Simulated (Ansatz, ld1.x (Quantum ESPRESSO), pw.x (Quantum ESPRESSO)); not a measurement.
# What a changed setting does to a pw.x run (fcc Si)

Potential: ultrasoft, ld1.x (Quantum ESPRESSO) 7.5, PBEsol; core [Ne], reference 3s2 3p2; waves: 3s (bound): rcut 2.00, rcutus 2.15 bohr; 3s channel at 4.55 Ry: rcut 2.00, rcutus 2.15 bohr; 3p (bound): rcut 1.70, rcutus 2.20 bohr; 3p channel at 1.6 Ry: rcut 1.70, rcutus 2.20 bohr; 3d channel at 0.25 Ry: rcut 1.55, rcutus 2.10 bohr; 3d channel at 2.6 Ry: rcut 1.55, rcutus 2.10 bohr; local part: all-electron potential smoothed inside 2.10 bohr (lloc = -1); core correction: a·sin(br)/r model core, default radius (core density twice the valence density); augmentation: PSQ, radius 1.40 bohr.

The reference run (k-mesh 15³, cutoffs 40/400 Ry, Fermi–Dirac 0.01 Ry, mixing_beta 0.4, conv_thr 1e-9, no spin) gives 0.58 GPa at 14.001 Å³/atom, where all-electron LAPW gives 0.43 GPa. This run, with its own iteration cap, changes degauss to 0.002.

```
&control
  calculation='scf', prefix='x', pseudo_dir='./', outdir='./tmp', tstress=.true., disk_io='none'
/
&system
  ibrav=0, nat=1, ntyp=1, ecutwfc=40, ecutrho=400, nbnd=9,
  occupations='smearing', smearing='fd', degauss=0.002
/
&electrons
  conv_thr=1e-09, mixing_beta=0.4, electron_maxstep=60
/
ATOMIC_SPECIES
Si 1.0 Si.UPF
CELL_PARAMETERS angstrom
  0.00000000 1.91297673 1.91297673
  1.91297673 0.00000000 1.91297673
  1.91297673 1.91297673 0.00000000
ATOMIC_POSITIONS crystal
Si 0.0000 0.0000 0.0000
K_POINTS automatic
15 15 15 0 0 0
```

```bash
pw.x < Si.scf.in > Si.scf.out
```

Q: How does the run end?

A: It converges in 6 iterations; the free energy moves by +13.9 meV/atom and the pressure by -0.23 GPa. In a metal, with Fermi–Dirac smearing, F lies below its zero-width value by a term in the square of the width.

```
Message from routine setup:
     using ibrav=0 with symmetry is DISCOURAGED, use correct ibrav instead
     lattice parameter (alat)  =       5.1124  a.u.
     unit-cell volume          =      94.4834 (a.u.)^3
     number of electrons       =         4.00
     number of Kohn-Sham states=            9
     kinetic-energy cutoff     =      40.0000  Ry
     charge density cutoff     =     400.0000  Ry
     scf convergence threshold =      1.0E-09
     Exchange-correlation= PBESOL
     number of k points=   120  Fermi-Dirac smearing, width (Ry)=  0.0020
     iteration #  1     ecut=    40.00 Ry     beta= 0.40
     total energy              =      -9.62503215 Ry
     estimated scf accuracy    <       0.00400911 Ry
     iteration #  2     ecut=    40.00 Ry     beta= 0.40
     total energy              =      -9.62457847 Ry
     estimated scf accuracy    <       0.00122539 Ry
     iteration #  3     ecut=    40.00 Ry     beta= 0.40
     total energy              =      -9.62463619 Ry
     estimated scf accuracy    <       0.00000324 Ry
     iteration #  4     ecut=    40.00 Ry     beta= 0.40
     total energy              =      -9.62463787 Ry
     estimated scf accuracy    <       0.00000003 Ry
     iteration #  5     ecut=    40.00 Ry     beta= 0.40
     total energy              =      -9.62463789 Ry
     estimated scf accuracy    <       0.00000003 Ry
     iteration #  6     ecut=    40.00 Ry     beta= 0.40
     the Fermi energy is    11.0621 ev
!    total energy              =      -9.62463789 Ry
     estimated scf accuracy    <          1.2E-11 Ry
     smearing contrib. (-TS)   =      -0.00010382 Ry
     The total energy is F=E-TS. E is the sum of the following terms:
     one-electron contribution =       4.90127884 Ry
     hartree contribution      =       0.02665065 Ry
     xc contribution           =      -4.40616335 Ry
     ewald contribution        =     -10.14630021 Ry
     convergence has been achieved in   6 iterations
          total   stress  (Ry/bohr**3)                   (kbar)     P=        3.55
     Message from routine punch:
     Nothing written, as per user request (disk_io='none')
```

The run took about 8 s on one core of a shared host (Neoverse-V1, 32 threads, 247 GiB, load 12).
